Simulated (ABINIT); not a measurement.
A calculation with ABINIT 10.8.3 (patched build) of Ca (ASE script, structure typed inline):

Contents of run.py:

```python
import json, os
import numpy as np
from ase.units import GPa
from ase.calculators.abinit import Abinit, AbinitProfile
from ase import Atoms

atoms = Atoms(['Ca', 'Ca'],
              cell=[[3.98, 0.0, 0.0], [-1.99, 3.4467811071, 0.0], [0.0, 0.0, 6.52]],
              scaled_positions=[[0.6666666667, 0.3333333333, 0.75], [0.3333333333, 0.6666666667, 0.25]],
              pbc=True)

profile = AbinitProfile(command='abinit', pp_paths=[os.path.abspath('pseudos')])
params = dict(
    pps='pawxml', xc='PBE',
    ecut=517.0163,
    pawecutdg=1034.0327,
    kptopt=1,
    ngkpt=[8, 8, 4],
    nshiftk=1,
    shiftk=[0.0, 0.0, 0.0],
    ixc=11,
    nband=14,
    occopt=3,
    tsmear=0.05,
    nstep=100,
    tolvrs=1e-09,
    prtwf=0,
    prtden=0,
)

atoms.calc = Abinit(profile=profile, directory='run', **params)
energy = atoms.get_potential_energy()
forces = atoms.get_forces()
stress = atoms.get_stress()
print(f'energy {energy:.6f} eV')
print('forces (eV/A)')
print(np.round(forces, 5))
print('stress (GPa, Voigt, tension positive)', np.round(stress / GPa, 4))
json.dump(dict(energy=energy, forces=forces.tolist(), stress=stress.tolist(), cell=atoms.cell.tolist(), frac=atoms.get_scaled_positions(wrap=False).tolist()), open('results.json', 'w'))
```

Potentials or basis: JTH PAW PBE v2.0.

The run is started by

```bash
$ python run.py
```

This isn't the form of Ca at room conditions, which is fcc.

Q: Write the same calculation in another form: native input, structure typed inline.

A: As run:

Contents of run.abi:

```
pp_dirpath "./"
pseudos "Ca.GGA_PBE-JTH.xml"

acell 7.521109976 7.5211099761 12.3210143326
rprim
     1.0000000000     0.0000000000     0.0000000000
    -0.5000000000     0.8660254038     0.0000000000
     0.0000000000     0.0000000000     1.0000000000
ntypat 1
znucl 20
natom 2
typat 1 1
xred
     0.6666666667     0.3333333333     0.7500000000
     0.3333333333     0.6666666667     0.2500000000

ecut 19.0
pawecutdg 38.0

kptopt 1
ngkpt 8 8 4
nshiftk 1
shiftk 0.0 0.0 0.0

ixc 11

nband 14
occopt 3
tsmear 0.05 eV

nstep 100
tolvrs 1.0e-9

iomode 3
prtwf 0
prtden 0
prteig 0
prtebands 0
```

Potentials or basis: JTH PAW PBE v2.0.

Launch:

```console
$ abinit run.abi > log 2>&1
```

Both were run:

|  | ASE script, structure typed inline | native input, structure typed inline |
| --- | --- | --- |
| Pressure | -1.0 GPa | -1.0 GPa |
| Band gap on the k mesh | none (metal or under the smearing width) | none (metal or under the smearing width) |
| Valence electrons inside the program's atomic spheres | Ca 7.38 (radii [1.0129] Å) | Ca 7.38 (radii [1.0129] Å) |

Keys that steer only the numerical path or the files written may differ.

Caveat: the cell was measured hot, at 723 K.
